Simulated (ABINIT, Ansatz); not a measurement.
## Quasiparticle gap of LiBr (Fm-3m) in ABINIT

Aim: the G0W0 gap of LiBr (Fm-3m) on PBE, step by step.

Method: PBE and many-body steps on it, plane waves, in ABINIT 10.8.3.

**1. Starting point**

It takes space group Fm-3m (No. 225, cubic). The conventional cell has a = 5.501 Å, b = 5.501 Å, c = 5.501 Å, α = 90.00°, β = 90.00°, γ = 90.00°. Li has 6 Br at 2.75 Å nearest. Nearest to Br lie 6 Li at 2.75 Å. Farther neighbours and most contacts between anions are not listed.

The cell and positions come from the Crystallography Open Database and are kept as given unless a step says otherwise.

**2. Ground state**

This step: ABINIT 10.8.3; DFT, PBE, plane waves, norm-conserving pseudopotentials.

The ground-state density comes first.

run.abi reads:

```
acell 3*1.0 Angstrom
rprim 
  0.000000000000 2.750650000000 2.750650000000
  2.750650000000 0.000000000000 2.750650000000
  2.750650000000 2.750650000000 0.000000000000
ntypat 2
znucl 3 35
natom 2
typat 1 2
xred 
  0.000000000000 0.000000000000 0.000000000000
  0.500000000000 0.500000000000 0.500000000000
pp_dirpath "pseudos"
pseudos "Li.upf, Br.upf"
ecut 33
ngkpt 6 6 6
nshiftk 1
shiftk 0 0 0
kptopt 1
chksymbreak 0
nband 10
occopt 1
tolvrs 1e-10
nstep 60
prtwf 0
optforces 0
optstress 0
indata_prefix "in"
outdata_prefix "out"
tmpdata_prefix "tmp"
```

Launch:

```sh
OMP_NUM_THREADS=1 mpirun -n 8 abinit run.abi > log
```

Numbers of over 12 decimals in the logs are rounded to 6 here.

Output:

```text
.Version 10.8.3 of ABINIT. v10.8.2 released Aug 2026.

 Symmetries : space group Fm -3 m (#225); Bravais cF (face-center cubic)
================================================================================
 Values of the parameters that define the memory need of the present run
     intxc =       0    ionmov =       0      iscf =       7    lmnmax =       6
     lnmax =       6     mgfft =      40  mpssoang =       3    mqgrid =    3001
     natom =       2  nloc_mem =       1    nspden =       1   nspinor =       1
    nsppol =       1      nsym =      48    n1xccc =    2501    ntypat =       2
    occopt =       1   xclevel =       2
-    mband =          10        mffmem =           1         mkmem =           2
       mpw =        2569          nfft =       64000          nkpt =          16
================================================================================
  Rough estimation (10% accuracy) of disk space for files :
================================================================================

--------------------------------------------------------------------------------
------------- Echo of variables that govern the present computation ------------
--------------------------------------------------------------------------------
 -outvars: echo values of preprocessed input variables --------
            acell      1.8897261259E+00  1.8897261259E+00  1.8897261259E+00 Bohr

      chksymbreak           0
             ecut      3.30000000E+01 Hartree
-          fftalg         312

              ixc     -101130
              kpt      0.00000000E+00  0.00000000E+00  0.00000000E+00
                       1.66666667E-01  0.00000000E+00  0.00000000E+00
                       3.33333333E-01  0.00000000E+00  0.00000000E+00
                       5.00000000E-01  0.00000000E+00  0.00000000E+00
                       1.66666667E-01  1.66666667E-01  0.00000000E+00
                       3.33333333E-01  1.66666667E-01  0.00000000E+00
                       5.00000000E-01  1.66666667E-01  0.00000000E+00
                      -3.33333333E-01  1.66666667E-01  0.00000000E+00
                      -1.66666667E-01  1.66666667E-01  0.00000000E+00
   [... 5 further rows ...]
                      -3.33333333E-01  3.33333333E-01  1.66666667E-01
                      -3.33333333E-01  5.00000000E-01  1.66666667E-01
         kptrlatt        6    0    0      0    6    0      0    0    6
          kptrlen      4.41062819E+01
P           mkmem           2
            natom           2
            nband          10
            ngfft          40      40      40
             nkpt          16
            nstep          60
             nsym          48
           ntypat           2
              occ      2.000000  2.000000  2.000000  2.000000  2.000000  0.000000
                       0.000000  0.000000  0.000000  0.000000
        optforces           0
        optstress           0
            prtwf           0
            rprim      0.0000000000E+00  2.7506500000E+00  2.7506500000E+00
[...]
spgroup         225

           tolvrs      1.00000000E-10

             xred      0.0000000000E+00  0.0000000000E+00  0.0000000000E+00
[...]
znucl        3.00000   35.00000

================================================================================

 chkinp: Checking input parameters for consistency.

================================================================================
== DATASET  1 ==================================================================
-   mpi_nproc: 8, omp_nthreads: 1 (-1 if OMP is not activated)

--- !DatasetInfo
iteration_state: {dtset: 1, }
dimensions: {natom: 2, nkpt: 16, mband: 10, nsppol: 1, nspinor: 1, nspden: 1, mpw: 2569, }
cutoff_energies: {ecut:  33.0, pawecutdg:  -1.0, }
electrons: {nelect:   1.00000000E+01, charge:   0.00000000E+00, occopt:   1.00000000E+00, tsmear:   1.00000000E-02, }

 Real(R)+Recip(G) space primitive vectors, cartesian coordinates (Bohr,Bohr^-1):
 R(1)=  0.0000000  5.1979752  5.1979752  G(1)= -0.0961913  0.0961913  0.0961913
 R(2)=  5.1979752  0.0000000  5.1979752  G(2)=  0.0961913 -0.0961913  0.0961913
 R(3)=  5.1979752  5.1979752  0.0000000  G(3)=  0.0961913  0.0961913 -0.0961913
 Unit cell volume ucvol=  2.8088762E+02 bohr^3
 Angles (23,13,12)=  6.00000000E+01  6.00000000E+01  6.00000000E+01 degrees

 getcut: wavevector=  0.0000  0.0000  0.0000  ngfft=  40  40  40
         ecut(hartree)=     33.000   => boxcut(ratio)=   2.10421

--- Pseudopotential description ------------------------------------------------
- Li Generated using ONCVPSP code by D. R. Hamann
-  3.00000   3.00000  171031                  znucl, zion, pspdat
12 -101130 1 -1 1944                          pspcod,pspxc,lmax,lloc,mmax
     nproj     2     2     0
  pspatm : epsatm=    2.74360059
         --- l  ekb(1:nproj) -->
[...]
pspatm: atomic psp has been read  and splines computed

- Br Generated using ONCVPSP code by D. R. Hamann
- 35.00000   7.00000  171031                  znucl, zion, pspdat
12 -101130 2 -1 1098                          pspcod,pspxc,lmax,lloc,mmax
     nproj     2     2     2
  pspatm : epsatm=   11.64859065
         --- l  ekb(1:nproj) -->
[...]
2    2.589748    0.385882
 pspatm: atomic psp has been read  and splines computed

   1.43921912E+02                                ecore*ucvol(ha*bohr**3)
--------------------------------------------------------------------------------

_setup2: Arith. and geom. avg. npw (full set) are    2543.153    2543.120

================================================================================

--- !BeginCycle
iteration_state: {dtset: 1, }
solver: {iscf: 7, nstep: 60, nline: 4, wfoptalg: 0, }
tolerances: {tolvrs: 1.00E-10, }

     iter   Etot(hartree)      deltaE(h)  residm     vres2
 ETOT  1  -23.037612360590    -2.304E+01 9.291E-02 2.127E+01
 ETOT  2  -23.050973240722    -1.336E-02 3.682E-04 1.059E+00
 ETOT  3  -23.051052616838    -7.938E-05 1.216E-04 6.850E-02
 ETOT  4  -23.051054306195    -1.689E-06 2.654E-04 3.279E-03
 ETOT  5  -23.051054414895    -1.087E-07 7.648E-05 6.443E-05
 ETOT  6  -23.051054416885    -1.990E-09 1.623E-04 2.402E-06
 ETOT  7  -23.051054416992    -1.071E-10 3.777E-05 5.617E-08
 ETOT  8  -23.051054416995    -3.315E-12 7.633E-05 4.848E-10
 ETOT  9  -23.051054416996    -6.466E-13 1.586E-05 3.378E-12

 At SCF step    9       vres2   =  3.38E-12 < tolvrs=  1.00E-10 =>converged.

--- !ResultsGS
iteration_state: {dtset: 1, }
comment   : Summary of ground state results
lattice_vectors:
- [  0.0000000,   5.1979752,   5.1979752, ]
- [  5.1979752,   0.0000000,   5.1979752, ]
- [  5.1979752,   5.1979752,   0.0000000, ]
lattice_lengths: [   7.35105,    7.35105,    7.35105, ]
lattice_angles: [ 60.000,  60.000,  60.000, ] # degrees, (23, 13, 12)
lattice_volume:   2.8088762E+02
convergence: {deltae: -6.466E-13, res2:  3.378E-12, residm:  1.586E-05, diffor:  0.000E+00, }
etotal    :  -2.30510544E+01
entropy   :   0.00000000E+00
fermie    :   2.28292420E-02
cartesian_stress_tensor: null
pressure_GPa: null
xred      :
- [  0.0000E+00,   0.0000E+00,   0.0000E+00, Li]
- [  5.0000E-01,   5.0000E-01,   5.0000E-01, Br]
cartesian_forces: null
force_length_stats: {min: null, max: null, mean: null, }

 Integrated electronic density in atomic spheres:
 ------------------------------------------------
 Atom  Sphere_radius  Integrated_density
    1        2.00000          2.15241485
    2        2.00000          4.27285199
================================================================================

 ----iterations are completed or convergence reached----

 Mean square residual over all n,k,spin=   99.117E-09; max=  15.856E-06
 reduced coordinates (array xred) for    2 atoms
       0.000000000000      0.000000000000      0.000000000000
       0.500000000000      0.500000000000      0.500000000000
 rms dE/dt=  0.0000E+00; max dE/dt=  0.0000E+00; dE/dt below (all hartree)
    1       0.000000000000      0.000000000000      0.000000000000
    2       0.000000000000      0.000000000000      0.000000000000

 cartesian coordinates (angstrom) at end:
    1      0.000000     0.000000     0.000000
    2      2.750650     2.750650     2.750650
 length scales=  1.889726125908  1.889726125908  1.889726125908 bohr
              =  1.000000000000  1.000000000000  1.000000000000 angstroms
 prteigrs : about to open file out_EIG
 Fermi (or HOMO) energy (hartree) =   0.02283   Average Vxc (hartree)=  -0.31325
 Eigenvalues (hartree) for nkpt=  16  k points:
 kpt#   1, nband= 10, wtk=  0.00463, kpt=  0.0000  0.0000  0.0000 (reduced coord)
  -1.60726   -0.47083    0.02283    0.02283    0.02283    0.20430    0.40939    0.40939
   0.40939    0.47298
 prteigrs : prtvol=0 or 1, do not print more k-points.

--- !EnergyTerms
iteration_state     : {dtset: 1, }
comment             : Components of total free energy in Hartree
kinetic             :  9.58995493609740E+00
hartree             :  3.26739585855336E+00
xc                  : -6.89976356192871E+00
Ewald energy        : -1.49909710692420E+01
psp_core            :  5.12382542197280E-01
local_psp           : -1.20892831666367E+01
non_local_psp       : -2.44076995603640E+00
total_energy        : -2.30510544169959E+01
total_energy_eV     : -6.27251145118001E+02
band_energy         : -4.27329971448364E+00

== END DATASET(S) ==============================================================
================================================================================

 -outvars: echo values of variables after computation  --------
           etotal     -2.3051054417E+01
            nband          10
             nkpt          16
          spgroup         225
 [... the other variables as echoed above ...]

 Calculation completed.
```

Run time: 6.3 s. Hardware: 8 MPI ranks of Arm Neoverse N1, shared host; peak memory 0.54 GiB.

Numbers from this step:

- total energy: -627.2511 eV
- gap: 4.938 eV
- k of the valence top: 0, 0, 0
- k of the conduction bottom: 0, 0, 0
- least direct gap: 4.938 eV

The gap is direct, at Γ.

**3. Bands along the symmetry lines**

Levels along a band path, at the cheap level, show where the edges lie and whether the meshes to come will hold them.

run.abi reads:

```
acell 3*1.0 Angstrom
rprim 
  0.000000000000 2.750650000000 2.750650000000
  2.750650000000 0.000000000000 2.750650000000
  2.750650000000 2.750650000000 0.000000000000
ntypat 2
znucl 3 35
natom 2
typat 1 2
xred 
  0.000000000000 0.000000000000 0.000000000000
  0.500000000000 0.500000000000 0.500000000000
pp_dirpath "pseudos"
pseudos "Li.upf, Br.upf"
ecut 33
iscf -2
irdden 1
kptopt 0
nkpt 50
kpt 
  0.00000000 0.00000000 0.00000000
  0.06250000 0.00000000 0.06250000
  0.12500000 0.00000000 0.12500000
  0.18750000 0.00000000 0.18750000
  0.25000000 0.00000000 0.25000000
  0.31250000 0.00000000 0.31250000
  0.37500000 0.00000000 0.37500000
  0.43750000 0.00000000 0.43750000
  0.50000000 0.00000000 0.50000000
  0.51562500 0.03125000 0.51562500
  0.53125000 0.06250000 0.53125000
  0.54687500 0.09375000 0.54687500
  0.56250000 0.12500000 0.56250000
  0.57812500 0.15625000 0.57812500
  0.59375000 0.18750000 0.59375000
  0.60937500 0.21875000 0.60937500
  0.62500000 0.25000000 0.62500000
  0.37500000 0.37500000 0.75000000
  0.32812500 0.32812500 0.65625000
  0.28125000 0.28125000 0.56250000
  0.23437500 0.23437500 0.46875000
  0.18750000 0.18750000 0.37500000
  0.14062500 0.14062500 0.28125000
  0.09375000 0.09375000 0.18750000
  0.04687500 0.04687500 0.09375000
  0.00000000 0.00000000 0.00000000
  0.06250000 0.06250000 0.06250000
  0.12500000 0.12500000 0.12500000
  0.18750000 0.18750000 0.18750000
  0.25000000 0.25000000 0.25000000
  0.31250000 0.31250000 0.31250000
  0.37500000 0.37500000 0.37500000
  0.43750000 0.43750000 0.43750000
  0.50000000 0.50000000 0.50000000
  0.50000000 0.46875000 0.53125000
  0.50000000 0.43750000 0.56250000
  0.50000000 0.40625000 0.59375000
  0.50000000 0.37500000 0.62500000
  0.50000000 0.34375000 0.65625000
  0.50000000 0.31250000 0.68750000
  0.50000000 0.28125000 0.71875000
  0.50000000 0.25000000 0.75000000
  0.50000000 0.21875000 0.71875000
  0.50000000 0.18750000 0.68750000
  0.50000000 0.15625000 0.65625000
  0.50000000 0.12500000 0.62500000
  0.50000000 0.09375000 0.59375000
  0.50000000 0.06250000 0.56250000
  0.50000000 0.03125000 0.53125000
  0.50000000 0.00000000 0.50000000
istwfk *1
nband 12
nbdbuf 2
tolwfr 1e-08
nstep 40
prtwf 0
prtvol 0
indata_prefix "in"
outdata_prefix "out"
tmpdata_prefix "tmp"
```

Output:

```text
.Version 10.8.3 of ABINIT. v10.8.2 released Aug 2026.

 Symmetries : space group Fm -3 m (#225); Bravais cF (face-center cubic)
[... echo of the input left out ...]
== DATASET  1 ==================================================================
-   mpi_nproc: 8, omp_nthreads: 1 (-1 if OMP is not activated)

--- !DatasetInfo
iteration_state: {dtset: 1, }
dimensions: {natom: 2, nkpt: 50, mband: 12, nsppol: 1, nspinor: 1, nspden: 1, mpw: 2637, }
cutoff_energies: {ecut:  33.0, pawecutdg:  -1.0, }
electrons: {nelect:   1.00000000E+01, charge:   0.00000000E+00, occopt:   1.00000000E+00, tsmear:   1.00000000E-02, }

 Real(R)+Recip(G) space primitive vectors, cartesian coordinates (Bohr,Bohr^-1):
 R(1)=  0.0000000  5.1979752  5.1979752  G(1)= -0.0961913  0.0961913  0.0961913
 R(2)=  5.1979752  0.0000000  5.1979752  G(2)=  0.0961913 -0.0961913  0.0961913
 R(3)=  5.1979752  5.1979752  0.0000000  G(3)=  0.0961913  0.0961913 -0.0961913
 Unit cell volume ucvol=  2.8088762E+02 bohr^3
 Angles (23,13,12)=  6.00000000E+01  6.00000000E+01  6.00000000E+01 degrees

 getcut: wavevector=  0.0000  0.0000  0.0000  ngfft=  40  40  40
         ecut(hartree)=     33.000   => boxcut(ratio)=   2.10421

--- Pseudopotential description ------------------------------------------------
- Li Generated using ONCVPSP code by D. R. Hamann
-  3.00000   3.00000  171031                  znucl, zion, pspdat
12 -101130 1 -1 1944                          pspcod,pspxc,lmax,lloc,mmax
     nproj     2     2     0
  pspatm : epsatm=    2.74360059
         --- l  ekb(1:nproj) -->
             0   -4.951544   -1.544797
             1   -2.250661   -0.474685
 pspatm: atomic psp has been read  and splines computed

- Br Generated using ONCVPSP code by D. R. Hamann
- 35.00000   7.00000  171031                  znucl, zion, pspdat
12 -101130 2 -1 1098                          pspcod,pspxc,lmax,lloc,mmax
     nproj     2     2     2
  pspatm : epsatm=   11.64859065
         --- l  ekb(1:nproj) -->
             0    8.455549    0.878460
[...]
pspatm: atomic psp has been read  and splines computed

--------------------------------------------------------------------------------

================================================================================
 prteigrs : about to open file out_EIG
 Non-SCF case, kpt    1 (  0.00000  0.00000  0.00000), residuals and eigenvalues=
  2.47E-09  5.81E-09  1.33E-09  1.89E-09  5.30E-09  8.12E-09  2.68E-09  4.27E-09
  7.24E-09  7.81E-09  5.92E-08  1.03E-07
 -1.6073E+00 -4.7083E-01  2.2829E-02  2.2829E-02  2.2829E-02  2.0430E-01
  4.0939E-01  4.0939E-01  4.0939E-01  4.7298E-01  4.7298E-01  4.7298E-01
 Non-SCF case, kpt    2 (  0.06250  0.00000  0.06250), residuals and eigenvalues=
  7.03E-09  1.48E-09  3.19E-09  1.94E-09  3.64E-09  4.61E-09  6.64E-09  8.99E-10
  3.12E-09  3.66E-09  1.95E-09  3.57E-06
 -1.6072E+00 -4.7003E-01  1.7366E-02  2.0952E-02  2.0952E-02  2.1225E-01
[...]
Non-SCF case, kpt    3 (  0.12500  0.00000  0.12500), residuals and eigenvalues=
  4.49E-09  8.29E-09  9.25E-10  1.15E-09  1.68E-09  7.44E-09  2.08E-09  5.65E-09
  7.92E-09  9.27E-09  8.72E-09  9.05E-05
[...]
Non-SCF case, kpt   49 (  0.50000  0.03125  0.53125), residuals and eigenvalues=
[...]
Non-SCF case, kpt   50 (  0.50000  0.00000  0.50000), residuals and eigenvalues=
[...]
-1.6072E+00 -4.4658E-01 -8.2814E-02 -1.8860E-02 -1.8860E-02  2.5238E-01
  2.8458E-01  4.4981E-01  4.7990E-01  4.7990E-01  6.0339E-01  6.6821E-01

--- !ResultsGS
iteration_state: {dtset: 1, }
comment   : Summary of ground state results
lattice_vectors:
- [  0.0000000,   5.1979752,   5.1979752, ]
- [  5.1979752,   0.0000000,   5.1979752, ]
- [  5.1979752,   5.1979752,   0.0000000, ]
lattice_lengths: [   7.35105,    7.35105,    7.35105, ]
lattice_angles: [ 60.000,  60.000,  60.000, ] # degrees, (23, 13, 12)
lattice_volume:   2.8088762E+02
convergence: {deltae:  0.000E+00, res2:  0.000E+00, residm:  9.943E-09, diffor:  0.000E+00, }
etotal    :  -2.30510544E+01
entropy   :   0.00000000E+00
fermie    :   2.28292420E-02
cartesian_stress_tensor: null
pressure_GPa: null
xred      :
- [  0.0000E+00,   0.0000E+00,   0.0000E+00, Li]
- [  5.0000E-01,   5.0000E-01,   5.0000E-01, Br]
cartesian_forces: null
force_length_stats: {min: null, max: null, mean: null, }

 Integrated electronic density in atomic spheres:
 ------------------------------------------------
 Atom  Sphere_radius  Integrated_density
[...]
================================================================================

 ----iterations are completed or convergence reached----

 Mean square residual over all n,k,spin=   43.051E-10; max=  99.430E-10
 reduced coordinates (array xred) for    2 atoms
       0.000000000000      0.000000000000      0.000000000000
       0.500000000000      0.500000000000      0.500000000000

 cartesian coordinates (angstrom) at end:
[...]
length scales=  1.889726125908  1.889726125908  1.889726125908 bohr
              =  1.000000000000  1.000000000000  1.000000000000 angstroms
 prteigrs : about to open file out_EIG
 Eigenvalues (hartree) for nkpt=  50  k points:
 kpt#   1, nband= 12, wtk=  1.00000, kpt=  0.0000  0.0000  0.0000 (reduced coord)
[...]
kpt#   2, nband= 12, wtk=  1.00000, kpt=  0.0625  0.0000  0.0625 (reduced coord)
[...]
kpt#   3, nband= 12, wtk=  1.00000, kpt=  0.1250  0.0000  0.1250 (reduced coord)
[...]
kpt#  49, nband= 12, wtk=  1.00000, kpt=  0.5000  0.0313  0.5313 (reduced coord)
  -1.60719   -0.44659   -0.08235   -0.01972   -0.01886    0.25358    0.28634    0.44828
   0.47317    0.48074    0.60956    0.66665
 kpt#  50, nband= 12, wtk=  1.00000, kpt=  0.5000  0.0000  0.5000 (reduced coord)
  -1.60719   -0.44658   -0.08281   -0.01886   -0.01886    0.25238    0.28458    0.44981
   0.47990    0.47990    0.60339    0.66821

== END DATASET(S) ==============================================================
================================================================================

 -outvars: echo values of variables after computation  --------
            nband          12
             nkpt          50
          spgroup         225
 [... the other variables as echoed above ...]

 Calculation completed.
```

Run time: 7.9 s. Hardware: 8 MPI ranks; peak memory 0.48 GiB; 62 s of CPU time.

Numbers from this step:

- gap: 4.933 eV
- k of the valence top: 0.0938, 0.0938, 0.1875
- k of the conduction bottom: 0, 0, 0
- least direct gap: 4.938 eV

The gap is 4.933 eV, −0.005 eV from the run before at this level.

The electronic bands at the labelled points (eV, zero at the top of the highest filled band; v1 is the highest filled band, c1 the lowest empty one):

```tsv
point	v4	v3	v2	v1	c1	c2	c3	c4
Γ	-13.44	0.00	0.00	0.00	4.93	10.51	10.51	10.51
halfway	-13.13	-1.59	-0.62	-0.62	7.16	8.25	8.36	11.05
X	-12.78	-2.88	-1.14	-1.14	6.24	7.12	11.61	12.43
halfway	-12.78	-2.78	-1.38	-1.07	6.42	7.54	11.30	11.59
U	-12.80	-2.49	-1.85	-0.86	6.64	8.73	10.30	10.57
jump to K	-12.80	-2.49	-1.85	-0.86	6.64	8.73	10.30	10.57
halfway	-13.12	-1.81	-0.90	-0.09	6.72	8.86	8.96	9.34
Γ	-13.44	0.00	0.00	0.00	4.93	10.51	10.51	10.51
halfway	-13.21	-1.68	-0.14	-0.14	5.97	9.20	9.20	9.74
L	-12.97	-2.88	-0.27	-0.27	5.62	8.11	8.11	11.75
halfway	-12.88	-2.60	-1.34	-0.61	7.06	7.88	9.22	10.67
W	-12.78	-2.14	-2.14	-1.14	8.01	8.57	9.45	9.45
halfway	-12.78	-2.68	-1.47	-1.14	6.76	7.83	10.60	10.98
X	-12.78	-2.88	-1.14	-1.14	6.24	7.12	11.61	12.43
```

The electronic bands as a text plot (rows in eV, shown from -8.0 to 10.6 only):

```
   10.2 |++++     +       ++       ++++++++  ++        ++  ++
    9.4 |  ++   ++         ++++++++++    ++++         +++++ +
    8.6 |    +++         ++ +++++            +++    ++   ++++
    7.9 |     ++++     ++                       ++++++++++++ ++
    7.1 |     +++++++++    ++++++                     +     ++ ++
    6.3 |    +    +++++++++      ++         +       ++        +++
    5.5 |  ++                      +++   +++ +++++++
    4.8 |++                           +++
    4.0 |
    3.2 |
    2.4 |
    1.7 |
    0.9 |
    0.1 |****                 *******************
   -0.7 |  ********     ******  *****    **      ********
   -1.4 |    ***   *******  **** **        **         ** ********
   -2.2 |       ***      ********            ***       ******
   -3.0 |          ******                       *******      ****
   -3.7 |
   -4.5 |
   -5.3 |
   -6.1 |
   -6.8 |
   -7.6 |
         Γ           X  U|K            Γ         L        W     X
```

(Continued in part 2 of 2.)

[Paths, hosts, dates, memory and timing lines, banners, echoed tables and standing remarks are left out of the program output.]

[Logs are printed without paths, hosts, clocks, repeated set-up lines and the standing remarks that a program may print on its own settings, such as how far it seeks lower states.]

[Runs of the session that timed out or met a known fault of the program may be left out.]

[Hosts, paths, dates, database ids (printed as entryN), source tags and the programs' standing remarks are cut or masked in the printed files.]

[G0W0 gaps are taken among the corrected bands and points alone; a level outside them can change the order at an edge.]

[Where Ansatz stands beside ABINIT at settings called matched, ABINIT's density can come from a denser mesh and the files from another edition; pairs whose starting gaps differed by over 0.03 eV were left out, so agreement reads better than it is.]
